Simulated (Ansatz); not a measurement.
# Ga2O3: the cost of one run

Method: DFT PBE, scalar-relativistic, plane waves, PAW, in Ansatz 0.2.0.

4 further runs of the same task are left out: 4 set aside as unsound or not needed.

**1. Starting point**

The cell holds 40 atoms (Ga15O24Pb): a = 7.639 Å, b = 7.757 Å, c = 8.519 Å, α = 72.52°, β = 75.43°, γ = 67.19°.

The coordinates of this cell stand in the input of its own run.

The host was relaxed before at PBE: a = 12.454 Å, b = 3.083 Å, c = 5.878 Å, α = 90.00°, β = 103.70°, γ = 90.00° (conventional cell), 10.964 Å³/atom.

Places, in fractions of the supercell: Pb in place of Ga at (0.651, 0.666, 0.663). The start keeps the symmetry of the ideal site.

**2. Band edges of the host over the zone**

Contents of input.yaml:

```yaml
crystal:
  lattice:
    - [6.2270641294, -1.5416333309, 0.0062291728]
    - [6.2270641294, 1.5416333309, 0.0062291728]
    - [-1.3979713164, 0.0, 5.7089230144]
  atoms:
    - { symbol: Ga, position: [0.3414968551, 0.3414968551, 0.685823534] }
    - { symbol: Ga, position: [0.6585031449, 0.6585031449, 0.314176466] }
    - { symbol: Ga, position: [0.9100739519, 0.9100739519, 0.2052722452] }
    - { symbol: Ga, position: [0.0899260481, 0.0899260481, 0.7947277548] }
    - { symbol: O, position: [0.5039749286, 0.5039749286, 0.7433111707] }
    - { symbol: O, position: [0.4960250714, 0.4960250714, 0.2566888293] }
    - { symbol: O, position: [0.8263039786, 0.8263039786, 0.4356635101] }
    - { symbol: O, position: [0.1736960214, 0.1736960214, 0.5643364899] }
    - { symbol: O, position: [0.1635085038, 0.1635085038, 0.1092008792] }
    - { symbol: O, position: [0.8364914962, 0.8364914962, 0.8907991208] }
basis:
  ecutwfc: 420
  xc_grid: 2
kpoints:
  mp_grid: { grid: [8, 8, 4] }
  band_path: { path: [VBM, CBM], npoints: 2 }
hamiltonian:
  xc: pbe
scf:
  occupations: { method: gaussian, width: 0.02 }
output:
  forces: true
  stress: true
  eigenvalues: true
```

On the command line:

```sh
> ansatz run input.yaml --threads 8 --pin off --max-ram 16384MiB --backend cpu --events-out ev --progress --plain --runs-dir out
```

Q: Estimate wall time and peak memory on 8 threads of Arm Neoverse V1, shared host.

About 15 s, with a peak of 0.78 GiB.
